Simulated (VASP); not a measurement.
A run of VASP 6.6.1 is set up as follows.

File INCAR:

```
SYSTEM = CoO
PREC = Accurate ; ENCUT = 520
EDIFF = 1E-6 ; ISMEAR = 0
SIGMA = 0.05 ; LREAL = .FALSE.
LASPH = .TRUE. ; NELM = 150
ALGO = Normal ; ISIF = 2
LWAVE = .FALSE. ; LCHARG = .FALSE.
ISPIN = 2 ; MAGMOM = -0.95 0
LORBIT = 11 ; LMAXMIX = 4
LDAU = .TRUE. ; LDAUTYPE = 2
LDAUL = 2 -1 ; LDAUU = 3 0
LDAUJ = 0 0 ; LDAUPRINT = 1
METAGGA = R2SCAN ; LMIXTAU = .TRUE.
NBANDS = 18
```

The input KPOINTS:

```
regular mesh
0
G
  8 8 8
  0 0 0
```

POSCAR

```
CoO
1.0
    0.0000000000      2.1315016600      2.1315016600
    2.1315016600      0.0000000000      2.1315016600
    2.1315016600      2.1315016600      0.0000000000
Co O
1 1
Direct
    0.0000000000      0.0000000000      0.0000000000
    0.5000000000      0.5000000000      0.5000000000
```

Potentials or basis: VASP PAW PBE potentials, release 64 (Co, O).

Launch:

```bash
$ cat potpaw_PBE.64/Co/POTCAR potpaw_PBE.64/O/POTCAR > POTCAR
$ mpirun -np 1 vasp_std > vasp.out
```

(1) What does it give for the band gap on the k mesh?

(2) Predict the net moment.

Answers

(1) none (metal or under the smearing width).

(2) -3.00 μB per cell.

Caveat: a cell with one magnetic atom can't hold antiferromagnetic order, which such compounds often take.
